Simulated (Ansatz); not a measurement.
Crystal: W.

```
W
1.0
     0.00000    2.03000    2.03000
     2.03000    0.00000    2.03000
     2.03000    2.03000    0.00000
W
1
Cartesian
  0.0000 0.0000 0.0000
```

This isn't the form of W at room conditions, which is bcc.

Base run:

```yaml
Program: Ansatz 0.2.0
Functional: PBEsol
Potentials_or_basis: all-electron LAPW, scalar-relativistic
Cutoff: 253 eV
Density_cutoff: 1012 eV
Basis_error_allowed: 0.001 eV/atom
k_mesh: 11 × 11 × 11
Occupations: fermi-dirac, width 0.05 eV
Spin: no spin polarisation
```

Its results: pressure -12.6 GPa.

**Question.** After a change of settings the same cell gave: pressure 0.5 GPa. Which change was it?
A. potentials or basis from all-electron LAPW, scalar-relativistic to all-electron LAPW, non-relativistic
B. potentials or basis from all-electron LAPW, scalar-relativistic to all-electron LAPW, inner shells corrected to Dirac's equation
C. potentials or basis from all-electron LAPW, scalar-relativistic to all-electron PAW datasets made for the crystal
D. functional from PBEsol to LDA

**Answer.** A.

Caveats: relativity is left out, which matters for the heavier elements (some runs).

Not every run made on this cell is shown here.
